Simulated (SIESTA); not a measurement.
Co:

```
CELL_PARAMETERS angstrom
2.47200 0.00000 0.00000
-1.23600 2.14081 0.00000
0.00000 0.00000 4.02114
ATOMIC_POSITIONS crystal
Co 0.66667 0.33333 0.75000
Co 0.33333 0.66667 0.25000
```

Base run:

| Quantity | Value |
| --- | --- |
| Program | SIESTA 5.4.2 |
| Functional | PBEsol |
| Potentials or basis | PseudoDojo 0.4 standard (PBEsol files) |
| Basis | DZP (energy shift 0.003 Ry; two zetas on semicore shells) |
| Grid cutoff | 800 Ry |
| Energy shift | 0.003 Ry |
| k mesh | 12 × 12 × 7 |
| Occupations | fermi-dirac, width 0.05 eV |
| Spin | collinear spin, ferromagnetic start |
| Starting moments | [2.0, 2.0] μB |

Its results: band gap on the k mesh none (metal or under the smearing width); pressure -5.2 GPa; net moment 3.19 μB per cell; site moments Co +1.60 μB.

**Question.** The run is repeated on the same cell with these changes: functional from PBEsol to LDA; potentials or basis from PseudoDojo 0.4 standard (PBEsol files) to PseudoDojo 0.4 standard (LDA files). What comes out?

**Answer.** Band gap on the k mesh none (metal or under the smearing width); pressure -14.7 GPa; net moment 3.04 μB per cell; site moments Co +1.52 μB.

Caveats: short orbitals over semicore shells can move pressures by several GPa; the basis of atomic orbitals isn't converged, which shifts pressures, moduli and gaps.

Not every run made on this cell is shown here.
